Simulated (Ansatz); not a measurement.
**HgTe: band gap under strain**

Aim: follow the gap of HgTe (zincblende) through these states: +0.5 % shear in the xy plane; +3.0 % biaxial strain in the (111) plane, free along [111]; -5.0 % strain along [111] alone. The table at the end shows which levels were run.

The runs shown are made with Ansatz 0.2.0. PAW datasets, plane waves. Spin-unpolarised throughout; all numbers are computed.

## (1) Starting point

The unstrained cell was relaxed with r2SCAN; in each strained cell the atoms were relaxed again with r2SCAN. Names of k-points are those of the unstrained zone, where strain can split equivalent points. First state: +0.5 % shear in the xy plane.

The symmetry is Imm2 (No. 44, orthorhombic); a = 4.640 Å, b = 4.663 Å, c = 6.578 Å in the conventional setting, 35.58 Å³ an atom. Near Hg stand 4 Te at 2.85 Å; near Te stand 4 Hg at 2.85 Å.

Structure file:

```
Hg Te
1.0
     0.00822    3.28916    3.28916
     3.28916    0.00822    3.28916
     3.29738    3.29738    0.00000
Hg Te
1 1
Cartesian
  0.0000 0.0000 0.0035
  1.6487 1.6487 1.6411
```

From earlier runs on the unstrained cell: PBE 0.00 eV, r2SCAN 0.00 eV, HSE06 0.00 eV; a = 6.578 Å.

## (2) +0.5 % shear in the xy plane: PBE

input.yaml reads:

```yaml
crystal:
  lattice:
    - [0.0082228947, 3.2891578888, 3.2891578888]
    - [3.2891578888, 0.0082228947, 3.2891578888]
    - [3.2973807835, 3.2973807835, 0.0]
  atoms:
    - { symbol: Hg, position: [0.0005278108, 0.0005278108, -0.0005278108] }
    - { symbol: Te, position: [0.2494721892, 0.2494721892, 0.2505278108] }
kpoints:
  mp_grid: { grid: [6, 6, 6] }
  band_path:
    path:
      - [0.0, 0.0, 0.0]
      - [-0.5, -0.5, 0.0]
      - [-0.375, -0.375, 0.25]
      - [-0.375, 0.0, 0.375]
      - [0.0, 0.0, 0.5]
      - [-0.5, -0.25, 0.25]
    npoints: 1
hamiltonian:
  xc: pbe
scf:
  occupations: { method: fermi_dirac, width: 0.02 }
  n_extra_bands: 4
output:
  forces: true
  stress: true
  eigenvalues: true
```

After this run come: +0.5 % shear in the xy plane: r2SCAN; +0.5 % shear in the xy plane: HSE06; +3.0 % biaxial strain in the (111) plane, free along [111]: PBE; +3.0 % biaxial strain in the (111) plane, free along [111]: r2SCAN; +3.0 % biaxial strain in the (111) plane, free along [111]: HSE06; -5.0 % strain along [111] alone: PBE; -5.0 % strain along [111] alone: r2SCAN; -5.0 % strain along [111] alone: HSE06.

Before running it: what results should come out?

As calculated:

Least gap in eV (negative: overlap), with the change from the unstrained cell in brackets:

| state | volume change (%) | PBE | r2SCAN | HSE06 |
| --- | --- | --- | --- | --- |
| +0.5 % shear in the xy plane | -0.0 | 0.01 (+0.01) | 0.01 (+0.01) | 0.02 (+0.02) |
| +3.0 % biaxial strain in the (111) plane, free along [111] | +3.5 | 0.19 (+0.19) | 0.21 (+0.21) | 0.30 (+0.30) |
| -5.0 % strain along [111] alone | -5.0 | 0.21 (+0.21) | 0.22 (+0.22) | 0.33 (+0.33) |

In words: With HSE06, of the states in the table -5.0 % strain along [111] alone shifts the gap most, by +0.329 eV. PBE and HSE06 differ by 0.00 eV on the unstrained gap, and by at most 0.12 eV on its change. Spin-orbit coupling is left out of the table, though the cell holds Hg (Z = 80); in an element this heavy it can shift bands and gaps by tenths of an eV.
